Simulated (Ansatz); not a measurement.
# Manganese, simple cubic: r²SCAN0 at the r²SCAN geometry, part 2 of 2

Aim: see what exact exchange does to the levels and moments, and what it costs. The geometry was relaxed under r²SCAN beforehand and is kept. Exact exchange is dear, so the k-mesh is coarse, and r²SCAN is run on the same mesh for comparison.

Ansatz 0.2.0, plane waves with PAW, scalar-relativistic. The steps go on from the part before.

## 3. r²SCAN0 on the coarse mesh

The run with r²SCAN0.

Input file input.yaml:

```yaml
crystal:
  lattice:
    - [2.3324620846, 0.0, 0.0]
    - [0.0, 2.3324620846, 0.0]
    - [0.0, 0.0, 2.3324620846]
  atoms:
    - { symbol: Mn, position: [0.0, 0.0, 0.0], spin: 1.801 }
hamiltonian:
  xc: r2scan0
  pseudopotentials:
    kind: paw
    azcp:
      Mn: "pseudopotentials/Mn.paw.azcp"
basis:
  ecutwfc: 500
  fft_grid_basis: typed
kpoints:
  mp_grid: { grid: [7, 7, 7], shift: [0, 0, 0] }
magnetization:
  spin_polarized: true
scf:
  occupations: { method: fermi_dirac, width: 0.1 }
```

On the command line:

```console
$ ansatz run input.yaml --threads 4 --pin off --max-ram 8192MiB --backend cpu --events-out ev --progress --plain --runs-dir out
```

Log:

```text
Warning: RAYON_NUM_THREADS=4 ignored (pool sized by the plan → 4); use --threads N
Engine: ansatz 0.2.0, aarch64-unknown-linux-gnu
Pseudopotentials: kind: paw
Pseudopotential: Mn, paw, valence charge 15, recommended cutoff 500 eV (meta_gga), <dir>
Functional definition: r2SCAN0
  parameter a = 0.25
  parameter k0 = 0.174
  parameter k1 = 0.065
  parameter a1 = 4.9479
  exchange = (1 - a)*r2scan_x(k0 = k0, k1 = k1, a1 = a1) + a*exact_x
  correlation = r2scan_c
Crystal: 1 atoms, lattice volume = 12.689 Å³
Basis set: ecut = 500 eV, 341 PW (Γ), exchange–correlation on 72×72×72 points (64 copies of the dense FFT grid, shifted against one another)
Bands: 13, of which v1, the nominal top of the filled ones, is band 8 counted from 1 (7 counted from 0)
Symmetry: 48 space group operations
Space group: Pm-3m (ITA 221), of the structure as read, at distance tolerance 2.3e-5 Å
Magnetic group: BNS 221.92 (UNI 1594), of the structure as read, at distance tolerance 2.3e-5 Å
k-points: 20 of 343
Non-local potential: Mn, projectors of the file, l = 0: 3, l = 1: 2, l = 2: 3, l = 3: 1
PAW form: soft (Blöchl's): semilocal exchange-correlation on the pseudo side does not see the compensation charge
PAW frozen core: Mn, regenerated for the run's functional, and the local potential with it (the file was generated under x = pbe(κ = 0.804, μ = 0.2195149727645171), c = pbe(β = 0.06672455060314922))
PAW one-centre angular grid: Mn, 590 points (default); XC on 160 Gauss nodes
Initial density: superposition of atomic densities (chi_scale 0.1, normalization cell)
Starting moments: Σ|m| = 1.801 μB on 1 of 1 site
Initial wavefunctions: pseudopotential atomic-orbital guess
Functional: x = r2scan, c = r2scan; τ floored in thin density (d = 2e-4 eV/Å³), warm-up for x = 0.75 r2scan + 0.25 exact, c = r2scan; τ floored in thin density (d = 2e-4 eV/Å³)
iter 1 solved again at ethr=9.77e-4 eV; its pass at ethr=1.00e-1 eV (dr2=1.47e-1 eV) is discarded
SCF iter   1: F=—  HF=-3902.381369 eV  |F-HF|=—  |Δ(HF+E_count)|=         —  Δρ=3.72e-2 (↑2.04e-2 ↓3.72e-2)  dr2=1.40e-1  dr2_τ=1.34e-2  dr2_m=2.31e-2  M=1.748 μB ∫|m|=1.753 μB  β_m=1.00  ethr=9.77e-4  ⟨swp⟩=4.0  Hψ=2943  notcnv=0
preconditioner: auto → none  [metal: Δε(μ)=0.028 eV  Ē_g=11.832 eV  σ=0.100 eV  W_gap=0.07  n_scr=6 (ndim 8)  ℏωp=27.6 eV  f_vac=0.000  D(μ)=1.59/eV (n_scr^D=26)  sad-step TF]
SCF iter   2: F=—  HF=-3902.546199 eV  |F-HF|=—  |Δ(HF+E_count)|=   1.65e-1  Δρ=2.25e-2 (↑1.38e-2 ↓2.25e-2)  dr2=2.79e-2  dr2_τ=7.77e-4  dr2_m=1.39e-2  M=1.783 μB ∫|m|=1.823 μB  β_m=1.00  ethr=9.32e-4  ⟨swp⟩=2.8  Hψ=1219  notcnv=0  defer=1
SCF iter   3: F=—  HF=-3902.587143 eV  |F-HF|=—  |Δ(HF+E_count)|=   4.09e-2  Δρ=1.14e-2 (↑8.44e-3 ↓1.14e-2)  dr2=9.61e-3  dr2_τ=6.98e-5  dr2_m=2.47e-3  M=1.801 μB ∫|m|=1.863 μB  β_m=1.00  ethr=1.86e-4  ⟨swp⟩=3.4  Hψ=1233  notcnv=0  defer=2
iter 4 solved again at ethr=3.18e-6 eV; its pass at ethr=6.40e-5 eV (dr2=4.78e-4 eV) is discarded
SCF iter   4: F=—  HF=-3902.632529 eV  |F-HF|=—  |Δ(HF+E_count)|=   4.54e-2  Δρ=4.08e-3 (↑4.08e-3 ↓2.46e-3)  dr2=4.48e-4  dr2_τ=1.92e-5  dr2_m=1.09e-3  M=1.817 μB ∫|m|=1.890 μB  β_m=1.00  ethr=3.18e-6  ⟨swp⟩=2.7  Hψ=2180  notcnv=0
SCF iter   5: F=—  HF=-3902.657137 eV  |F-HF|=—  |Δ(HF+E_count)|=   2.46e-2  Δρ=4.10e-3 (↑4.10e-3 ↓1.99e-3)  dr2=3.37e-4  dr2_τ=1.69e-5  dr2_m=1.02e-3  M=1.840 μB ∫|m|=1.917 μB  β_m=1.00  ethr=2.99e-6  ⟨swp⟩=3.4  Hψ=1190  notcnv=0
SCF iter   6: F=—  HF=-3902.672125 eV  |F-HF|=—  |Δ(HF+E_count)|=   1.50e-2  Δρ=2.61e-3 (↑2.61e-3 ↓2.51e-3)  dr2=7.17e-6  dr2_τ=1.14e-5  dr2_m=7.54e-4  M=1.862 μB ∫|m|=1.942 μB  β_m=1.00  ethr=2.25e-6  ⟨swp⟩=3.5  Hψ=1095  notcnv=0
SCF iter   7: F=—  HF=-3902.682457 eV  |F-HF|=—  |Δ(HF+E_count)|=   1.03e-2  Δρ=3.50e-3 (↑3.50e-3 ↓2.19e-3)  dr2=1.61e-4  dr2_τ=1.29e-5  dr2_m=9.18e-4  M=1.888 μB ∫|m|=1.968 μB  β_m=1.00  ethr=4.78e-8  ⟨swp⟩=4.7  Hψ=1549  notcnv=0
SCF iter   8: F=—  HF=-3902.689013 eV  |F-HF|=—  |Δ(HF+E_count)|=   6.56e-3  Δρ=3.27e-3 (↑3.27e-3 ↓1.94e-3)  dr2=1.69e-4  dr2_τ=1.13e-5  dr2_m=7.69e-4  M=1.911 μB ∫|m|=1.993 μB  β_m=1.00  ethr=4.78e-8  ⟨swp⟩=4.1  Hψ=1402  notcnv=0
[... 5 lines left out ...]
spin-set hold released at iteration 12 (site moments contracting): the magnetisation degrees of freedom join the quasi-Newton model from the next iteration; the mixer history was flushed
[... 8 lines left out ...]
SCF 1 converged in 20 iterations: F = -3902.709381 eV  dr2 = 9.59e-11
Initial density: handed on by an earlier stage of this run
Starting moments: Σ|m| = 1.801 μB on 1 of 1 site; this step starts from the density that it was given
Initial wavefunctions: those handed on with the density
Functional: x = 0.75 r2scan + 0.25 exact, c = r2scan; τ floored in thin density (d = 2e-4 eV/Å³)
Frozen-core exchange: fock
[... 2 lines left out ...]
preconditioner: auto → none  [metal: Δε(μ)=0.154 eV  Ē_g=14.552 eV  σ=0.100 eV  W_gap=0.37  n_scr=6 (ndim 8)  ℏωp=27.6 eV  f_vac=0.000  D(μ)=0.52/eV (n_scr^D=6)]
[... 6 lines left out ...]
SCF 2 converged in 7 iterations: F = -3899.806237 eV  dr2 = 4.28e-10
hybrid outer 1: dexx = +1.930e-1 eV, tail = 3.40e-1 eV
Frozen-core exchange: fock
[... 1 line left out ...]
preconditioner: auto → none  [metal: Δε(μ)=0.113 eV  Ē_g=14.981 eV  σ=0.100 eV  W_gap=0.26  n_scr=6 (ndim 8)  ℏωp=27.6 eV  f_vac=0.000  D(μ)=0.72/eV (n_scr^D=6)]
[... 7 lines left out ...]
SCF 3 converged in 7 iterations: F = -3900.109316 eV  dr2 = 1.31e-9
hybrid outer 2: dexx = +1.372e-1 eV, tail = 4.99e-1 eV, magnetization grown 1.1301 times (not accepted), Δε = 9.43e-1 eV (about 1.84e0 eV left of the loop's levels)
Frozen-core exchange: fock
[... 1 line left out ...]
preconditioner: auto → none  [metal: Δε(μ)=0.168 eV  Ē_g=15.178 eV  σ=0.100 eV  W_gap=0.39  n_scr=6 (ndim 8)  ℏωp=27.6 eV  f_vac=0.000  D(μ)=0.73/eV (n_scr^D=6)]
[... 5 lines left out ...]
SCF 4 converged in 5 iterations: F = -3900.312507 eV  dr2 = 2.45e-8
hybrid outer 3: dexx = +4.440e-2 eV, tail = 2.99e-1 eV, magnetization grown 1.0612 times (not accepted), Δε = 9.72e-1 eV (about 1.57e0 eV left of the loop's levels)
Frozen-core exchange: fock
[... 1 line left out ...]
preconditioner: auto → none  [metal: Δε(μ)=0.071 eV  Ē_g=15.296 eV  σ=0.100 eV  W_gap=0.17  n_scr=6 (ndim 8)  ℏωp=27.6 eV  f_vac=0.000  D(μ)=0.65/eV (n_scr^D=6)]
[... 6 lines left out ...]
SCF 5 converged in 6 iterations: F = -3900.384976 eV  dr2 = 6.31e-10
hybrid outer 4: dexx = +2.326e-2 eV, tail = 7.23e-2 eV, magnetization grown 1.0379 times (not accepted), Δε = 7.76e-1 eV (about 1.45e0 eV left of the loop's levels)
Frozen-core exchange: fock
[... 1 line left out ...]
preconditioner: auto → none  [metal: Δε(μ)=0.083 eV  Ē_g=15.379 eV  σ=0.100 eV  W_gap=0.20  n_scr=6 (ndim 8)  ℏωp=27.6 eV  f_vac=0.000  D(μ)=0.51/eV (n_scr^D=6)]
[... 6 lines left out ...]
SCF 6 converged in 6 iterations: F = -3900.432181 eV  dr2 = 8.81e-10
hybrid outer 5: dexx = +3.016e-2 eV, tail = inf eV, magnetization grown 1.0320 times (not accepted), Δε = 4.87e-1 eV (about 9.31e-1 eV left of the loop's levels)
Frozen-core exchange: fock
[... 1 line left out ...]
preconditioner: auto → none  [insulator: Δε(μ)=0.503 eV  Ē_g=15.472 eV  σ=0.100 eV  W_gap=0.85  n_scr=6 (ndim 8)  ℏωp=27.6 eV  f_vac=0.000  D(μ)=0.16/eV (n_scr^D=0)]
[... 5 lines left out ...]
SCF 7 converged in 5 iterations: F = -3900.477031 eV  dr2 = 1.76e-8
hybrid outer 6: dexx = +4.335e-3 eV, tail = inf eV, magnetization grown 1.0111 times (not accepted), Δε = 4.85e-1 eV (about 1.71e0 eV left of the loop's levels)
Frozen-core exchange: fock
[... 1 line left out ...]
preconditioner: auto → none  [insulator: Δε(μ)=0.337 eV  Ē_g=15.500 eV  σ=0.100 eV  W_gap=0.68  n_scr=6 (ndim 8)  ℏωp=27.6 eV  f_vac=0.000  D(μ)=0.22/eV (n_scr^D=0)]
[... 7 lines left out ...]
SCF 8 converged in 7 iterations: F = -3900.483549 eV  dr2 = 6.57e-8
hybrid outer 7: dexx = +3.809e-3 eV, tail = 3.06e-2 eV, magnetization grown 1.0107 times (not accepted), Δε = 3.10e-1 eV (about 5.80e-1 eV left of the loop's levels)
Frozen-core exchange: fock
[... 1 line left out ...]
preconditioner: auto → none  [metal: Δε(μ)=0.202 eV  Ē_g=15.518 eV  σ=0.100 eV  W_gap=0.42  n_scr=6 (ndim 8)  ℏωp=27.6 eV  f_vac=0.000  D(μ)=0.41/eV (n_scr^D=0)]
[... 5 lines left out ...]
SCF 9 converged in 5 iterations: F = -3900.488300 eV  dr2 = 2.66e-9
hybrid outer 8: dexx = +7.146e-3 eV, tail = inf eV, first dr2_mag = 1.76e-3 eV (risen), magnetization grown 1.0134 times (not accepted), Δε = 2.14e-1 eV (about 7.58e-1 eV left of the loop's levels)
Frozen-core exchange: fock
[... 1 line left out ...]
preconditioner: auto → none  [metal: Δε(μ)=0.276 eV  Ē_g=15.576 eV  σ=0.100 eV  W_gap=0.45  n_scr=6 (ndim 8)  ℏωp=27.6 eV  f_vac=0.000  D(μ)=0.54/eV (n_scr^D=6)]
[... 7 lines left out ...]
SCF 10 converged in 7 iterations: F = -3900.509175 eV  dr2 = 1.26e-9
hybrid outer 9: dexx = +3.252e-2 eV, tail = inf eV, first dr2_mag = 9.16e-3 eV (risen), magnetization grown 1.0328 times (not accepted), Δε = 4.67e-1 eV (about 9.26e1 eV left of the loop's levels)
Frozen-core exchange: fock
[... 1 line left out ...]
preconditioner: auto → none  [metal: Δε(μ)=0.067 eV  Ē_g=15.626 eV  σ=0.100 eV  W_gap=0.17  n_scr=6 (ndim 8)  ℏωp=27.6 eV  f_vac=0.000  D(μ)=0.51/eV (n_scr^D=0)]
[... 7 lines left out ...]
SCF 11 converged in 7 iterations: F = -3900.590523 eV  dr2 = 6.01e-11
hybrid outer 10: dexx = +8.892e-2 eV, tail = inf eV, first dr2_mag = 3.75e-2 eV (risen), magnetization grown 1.0529 times (not accepted), Δε = 7.68e-1 eV (about 1.52e2 eV left of the loop's levels)
Frozen-core exchange: fock
[... 1 line left out ...]
preconditioner: auto → none  [metal: Δε(μ)=0.064 eV  Ē_g=15.793 eV  σ=0.100 eV  W_gap=0.16  n_scr=6 (ndim 8)  ℏωp=27.6 eV  f_vac=0.000  D(μ)=0.35/eV (n_scr^D=0)]
[... 7 lines left out ...]
SCF 12 converged in 7 iterations: F = -3900.703093 eV  dr2 = 8.63e-10
hybrid outer 11: dexx = +1.251e-2 eV, tail = inf eV, magnetization grown 1.0149 times (not accepted), Δε = 1.27e0 eV (about 2.86e0 eV left of the loop's levels)
Frozen-core exchange: fock
[... 1 line left out ...]
preconditioner: auto → none  [insulator: Δε(μ)=0.624 eV  Ē_g=15.873 eV  σ=0.100 eV  W_gap=0.55  n_scr=6 (ndim 8)  ℏωp=27.6 eV  f_vac=0.000  D(μ)=0.49/eV (n_scr^D=0)]
[... 6 lines left out ...]
SCF 13 converged in 6 iterations: F = -3900.725990 eV  dr2 = 2.73e-9
hybrid outer 12: dexx = +1.165e-2 eV, tail = 2.77e-1 eV, magnetization grown 1.0097 times (not accepted), Δε = 5.22e-1 eV (about 1.45e0 eV left of the loop's levels)
Frozen-core exchange: fock
[... 1 line left out ...]
preconditioner: auto → none  [metal: Δε(μ)=0.205 eV  Ē_g=15.901 eV  σ=0.100 eV  W_gap=0.43  n_scr=6 (ndim 8)  ℏωp=27.6 eV  f_vac=0.000  D(μ)=0.34/eV (n_scr^D=0)]
[... 5 lines left out ...]
SCF 14 converged in 5 iterations: F = -3900.747112 eV  dr2 = 5.48e-9
hybrid outer 13: dexx = +5.324e-3 eV, tail = 2.53e-1 eV, magnetization grown 1.0076 times (not accepted), Δε = 3.33e-1 eV (about 6.55e-1 eV left of the loop's levels)
Frozen-core exchange: fock
[... 1 line left out ...]
preconditioner: auto → none  [metal: Δε(μ)=0.272 eV  Ē_g=15.933 eV  σ=0.100 eV  W_gap=0.46  n_scr=6 (ndim 8)  ℏωp=27.6 eV  f_vac=0.000  D(μ)=0.27/eV (n_scr^D=0)]
[... 4 lines left out ...]
SCF 15 stopped early in 5 iterations: F = -3900.753778 eV  dr2 = 1.09e-5
hybrid outer 14: dexx = +1.340e-3 eV, tail = 1.89e-3 eV, Δε = 3.17e-1 eV (about 1.93e-1 eV left of the loop's levels)
Frozen-core exchange: fock
[... 1 line left out ...]
preconditioner: auto → none  [insulator: Δε(μ)=0.280 eV  Ē_g=15.929 eV  σ=0.100 eV  W_gap=0.54  n_scr=6 (ndim 8)  ℏωp=27.6 eV  f_vac=0.000  D(μ)=0.21/eV (n_scr^D=0)]
[... 2 lines left out ...]
iter 4 solved again at ethr=5.89e-11 eV; its pass at ethr=8.84e-10 eV (dr2=8.84e-9 eV) is discarded
SCF iter   4: F=—  HF=-3900.753824 eV  |F-HF|=—  |Δ(HF+E_count)|=   2.72e-8  Δρ=1.61e-5 (↑1.35e-5 ↓1.61e-5)  dr2=1.77e-7  dr2_τ=3.49e-10  dr2_m=2.00e-8  M=3.998 μB ∫|m|=4.108 μB  β_m=0.50  ethr=5.89e-11  ⟨swp⟩=2.8  Hψ=2148  notcnv=0  defer=1
SCF iter   5: F=—  HF=-3900.753824 eV  |F-HF|=—  |Δ(HF+E_count)|=   5.92e-8  Δρ=8.26e-6 (↑8.26e-6 ↓4.35e-6)  dr2=1.77e-7  dr2_τ=9.81e-11  dr2_m=3.94e-9  M=3.998 μB ∫|m|=4.108 μB  β_m=0.58  ethr=5.87e-11  ⟨swp⟩=3.6  Hψ=1172  notcnv=0
Mixer restart at iter 5: flushing history
SCF iter   6: F=—  HF=-3900.753824 eV  |F-HF|=—  |Δ(HF+E_count)|=   5.44e-7  Δρ=2.37e-5 (↑2.37e-5 ↓1.58e-5)  dr2=1.58e-7  dr2_τ=2.48e-10  dr2_m=2.18e-9  M=3.998 μB ∫|m|=4.108 μB  β_m=0.58  ethr=1.32e-11  ⟨swp⟩=5.0  Hψ=1607  notcnv=0
SCF iter   7: F=—  HF=-3900.753824 eV  |F-HF|=—  |Δ(HF+E_count)|=   3.62e-8  Δρ=1.32e-5 (↑1.32e-5 ↓3.27e-6)  dr2=2.13e-8  dr2_τ=2.98e-10  dr2_m=3.00e-9  M=3.998 μB ∫|m|=4.108 μB  β_m=0.51  ethr=1.32e-11  ⟨swp⟩=4.5  Hψ=1770  notcnv=0
SCF iter   8: F=—  HF=-3900.753824 eV  |F-HF|=—  |Δ(HF+E_count)|=   6.74e-9  Δρ=2.05e-6 (↑1.49e-6 ↓2.05e-6)  dr2=3.45e-9  dr2_τ=7.70e-12  dr2_m=2.70e-10  M=3.998 μB ∫|m|=4.108 μB  β_m=0.76  ethr=1.32e-11  ⟨swp⟩=4.0  Hψ=1399  notcnv=0
SCF iter   9: F=-3900.753824 eV  HF=-3900.753824 eV  |F-HF|=1.09e-11  |Δ(HF+E_count)|=   8.47e-9  Δρ=6.34e-7 (↑6.34e-7 ↓3.80e-7)  dr2=3.08e-10  dr2_τ=4.81e-13  dr2_m=2.81e-11  M=3.998 μB ∫|m|=4.108 μB  ethr=3.12e-12  ⟨swp⟩=4.0  Hψ=1200  notcnv=0  defer=2
SCF 16 converged in 9 iterations: F = -3900.753824 eV  dr2 = 3.08e-10
hybrid outer 15: dexx = +5.756e-5 eV, tail = 1.37e-5 eV, Δε = 3.84e-2 eV (about 6.42e-3 eV left of the loop's levels)
Frozen-core exchange: fock
SCF iter   1: F=—  HF=-3900.753825 eV  |F-HF|=—  |Δ(HF+E_count)|=         —  Δρ=9.21e-7 (↑9.21e-7 ↓7.87e-7)  dr2=2.51e-9  dr2_τ=2.20e-12  dr2_m=6.94e-11  M=3.998 μB ∫|m|=4.108 μB  β_m=0.30  ethr=6.56e-9  ⟨swp⟩=2.4  Hψ=1059  notcnv=0
preconditioner: auto → none  [insulator: Δε(μ)=0.318 eV  Ē_g=15.930 eV  σ=0.100 eV  W_gap=0.59  n_scr=6 (ndim 8)  ℏωp=27.6 eV  f_vac=0.000  D(μ)=0.20/eV (n_scr^D=0)]
SCF iter   2: F=-3900.753825 eV  HF=-3900.753825 eV  |F-HF|=4.96e-11  |Δ(HF+E_count)|=   6.19e-9  Δρ=9.24e-7 (↑6.14e-7 ↓9.24e-7)  dr2=1.23e-9  dr2_τ=1.75e-12  dr2_m=6.04e-11  M=3.998 μB ∫|m|=4.108 μB  ethr=1.00e-12  ⟨swp⟩=4.0  Hψ=1195  notcnv=0
SCF 17 converged in 2 iterations: F = -3900.753825 eV  dr2 = 1.23e-9
hybrid outer 16: dexx = +1.021e-8 eV, tail = 4.51e-9 eV, Δε = 6.02e-4 eV (about 4.94e-4 eV left of the loop's levels)
this state was not tested for a lower state beside it, because the functional holds exact exchange (a hybrid, or Hartree-Fock), whose exchange loop this test does not read (fock_operator); the stability check (scf.self_checks: high) cannot read this state: a pseudopotential is PAW: the check reads norm-conserving sets alone
hybrid SCF converged: 16 outer / 96 inner (+20 warm-up), last move |dexx| = 1.02e-8 eV, tail = 4.51e-9 eV
Magnetization: 3.9978 μB (9.4989 up, 5.5011 down)
Absolute magnetization: 4.1081 μB (∫|ρ↑−ρ↓|, with the PAW one-centre terms)
Spin contamination: 0.0999 ħ² per cell (⟨S²⟩ above its minimum at these occupations)
Per-site moments (μB) at R_I (Å): [(3.8036693424077344, 0.9621406098974999)]
Free energy (F): -3900.753825 eV
Frozen-core exchange: fock
Harris-Foulkes:  -3900.753825 eV  (|F-HF|=4.91e-11)
Internal energy: -3900.746683 eV  (E = F + TS)
E sigma→0 (E₀):  -3900.750254 eV
Entropy (-TS):   -0.007142 eV (-7.142 meV/atom)
Fermi energy:    18.090034 eV
--- Per-component energies (eV) ---
  E_band       = -258.984498
  E_kinetic    = 307.977166
  E_local      = -1831.667503  (includes V_loc(G=0)·N_el)
  E_nonlocal   = 255.154928
  E_hartree    = 765.570579
  E_xc         = -84.992770
  E_vxc        = -123.023647  (∫ρ·V_xc dr)
  E_exx        = -72.635629  (= α·E_x^exact, valence–valence)
  E_paw        = -1269.181970  (= ΣΔE_a)
  E_vpaw       = -260.874155  (= ΣTr[D̂ρ^β])
  E_aug_tail   = -0.000004  (compensation charges beyond the density's cutoff)
  E_vtau       = 7.578790  (kinetic-family band-sum trace: ∫τ·v_τ [+ j·A + Jᵃ·Aᵃ] dr)
  E_ewald      = -1970.582410
  E_core_change = -0.389070  (= ΣΔE_core)
  E_smearing   = -0.007142  (= −TS)
  E_closure    = 0.000000  (closes the sum)
  Σ components = -3900.753825   (vs F -3900.753825, Δ=-4.55e-13)
--- Band table (eV; the first three rows and the last of 40) ---
  k-point 0 ↑: bands = ["-72.1735", "-38.2510", "-38.2510", "-38.2510", "6.9364", "9.7453", "9.7453", "14.6320", "14.6320", "14.6320", "37.7118"]
  k-point 1 ↑: bands = ["-72.1524", "-38.3987", "-38.2394", "-38.2394", "7.6341", "9.8614", "10.2311", "14.2891", "14.2891", "14.6602", "33.2504"]
  k-point 2 ↑: bands = ["-72.1047", "-38.7259", "-38.2133", "-38.2133", "9.1625", "10.1309", "11.8107", "13.5747", "13.5747", "14.7242", "27.6416"]
  k-point 19 ↓: bands = ["-65.6092", "-32.1049", "-32.0950", "-32.0950", "16.2142", "17.1143", "17.1143", "25.3287", "25.3287", "29.9293", "31.5602"]
  guard bands above this table: 2 of the run's 13 bands. The solve was not asked for them (output.publish_guard_bands: true or output.eigenvalues: true publishes all)
```

Wall time 22 s (4 threads of Arm Neoverse V2, shared host); peak memory 0.8 GiB.

## 4. The functionals compared

| functional | gap on the mesh | Fermi energy (eV) | magnetic state | SCF cycles | exchange loops | CPU time |
| --- | --- | --- | --- | --- | --- | --- |
| r²SCAN | none (levels filled in part) | 16.736 | ferromagnetic, up to 2.06 μB per atom | 15 | - | 3.3 s |
| r²SCAN0 | none (levels filled in part) | 18.090 | ferromagnetic, up to 3.80 μB per atom | 116 | 16 | 78 s |

## 5. What came out

The summary covers parts 1 to 2.

| quantity | value |
| --- | --- |
| r²SCAN: gap | none (levels filled in part) |
| r²SCAN: magnetic state | ferromagnetic, up to 2.06 μB per atom |
| r²SCAN0: gap | none (levels filled in part) |
| r²SCAN0: magnetic state | ferromagnetic, up to 3.80 μB per atom |
| r²SCAN0: SCF cycles, exchange loops | 116, 16 |
| r²SCAN0: CPU time over that of r²SCAN | 24 |

**Reading.** Neither r²SCAN nor r²SCAN0 shows a clean gap on this mesh. Moments change from 2.06 μB to 3.80 μB at most; exact exchange favours larger moments in itinerant magnets. r²SCAN0 cost 24 times the CPU time of r²SCAN. The exchange operator of r²SCAN0 was renewed in 16 outer loops. The total energies in the logs cannot be compared from one functional to another.
